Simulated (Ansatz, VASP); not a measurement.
**Two plane-wave programs on Au**

```xyz
1
Lattice="0.0000 2.0791 2.0791 2.0791 0.0000 2.0791 2.0791 2.0791 0.0000" Properties=species:S:1:pos:R:3 pbc="T T T"
Au    0.0000    0.0000    0.0000
```

Alike in both runs: functional PBE; k mesh 18 × 18 × 18; occupations gaussian, width 0.1 eV; no spin polarisation.

Ansatz relaxed the structure, and its values are those at the end. VASP's run is a single point on that final structure, the one shown.

|  | VASP | Ansatz |
| --- | --- | --- |
| version | VASP 6.6.1 | Ansatz 0.2.0 |
| potentials or method | VASP PAW PBE potentials, release 64 (Au) | scalar-relativistic, plane waves, PAW |
| plane-wave cutoff (eV) | 520 | 420 |
| valence electrons in the cell | 11 | 19 |

```csv
,VASP,Ansatz,Ansatz less VASP
gap on the k mesh at the Fermi level (eV),none,none,-
pressure (GPa),-0.3,0.0,+0.24
```

A gap of «none» marks a metal or a gap that the smearing closes. The two sets of potentials don't hold the same shells in valence.

Spin-orbit coupling is left out, which matters for the levels of Au.
